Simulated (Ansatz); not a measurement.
# In: 3 runs at one level of theory

```
In
1.0
    -1.62547    1.62547    2.47370
     1.62547   -1.62547    2.47370
     1.62547    1.62547   -2.47370
In
1
Cartesian
  0.0000 0.0000 0.0000
```

Alike in all runs: task band structure; functional PBEsol; k mesh 11 × 11 × 11; occupations fermi-dirac, width 0.05 eV; no spin polarisation; no spin-orbit coupling. Pressure is positive in compression and, in plane waves, holds the error of the finite cutoff, which Ansatz's Pulay term estimates and takes out.

```csv
program and potentials,plane-wave cutoff (eV),start seed,points for each segment of the path,start density,notes,pressure (GPa)
"Ansatz, Ansatz PAW",420,0,14,network,"potentials made for PBE, which Ansatz adapts in part; Pulay term of +0.04 GPa included",-0.92
"Ansatz, all-electron LAPW, scalar-relativistic",-,-,-,atoms,-,-0.92
"Ansatz, PAW datasets made for the crystal",260,-,-,atoms,-,-0.92
```

All agree on the pressure.

The functional is the same throughout but for its coding, so the spread measures potentials, basis and numerics; runs on potential files found faulty are left out.
